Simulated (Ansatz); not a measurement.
Results of PBEsol+SOC (PAW; Ansatz, a program for electronic structure) for GeTe (R3m, No. 160, 2 atoms in the cell).

Run with plane-wave cutoff 520 eV, 10×10×10 k mesh, Fermi–Dirac smearing 0.01 eV, PAW data made under PBE.

Cell (relaxed with PBEsol):

```cif
data_GeTe
_chemical_formula_sum 'Ge1 Te1'
_space_group_name_H-M_alt 'P 1'
_space_group_IT_number 1
_cell_length_a 4.23569
_cell_length_b 4.23569
_cell_length_c 4.23569
_cell_angle_alpha 58.849
_cell_angle_beta 58.849
_cell_angle_gamma 58.849
loop_
_space_group_symop_operation_xyz
  'x, y, z'
loop_
_atom_site_label
_atom_site_type_symbol
_atom_site_fract_x
_atom_site_fract_y
_atom_site_fract_z
_atom_site_occupancy
Ge1 Ge 0.99883 0.99883 0.99883 1
Te1 Te 0.52218 0.52218 0.52218 1
```

Give the computed band gap, smallest direct gap on the k points sampled and direct gap at Γ.


band gap: 0.27 eV (indirect)
smallest direct gap on the k points sampled: 0.43 eV
direct gap at Γ: 4.46 eV

Computed values are for the static lattice.
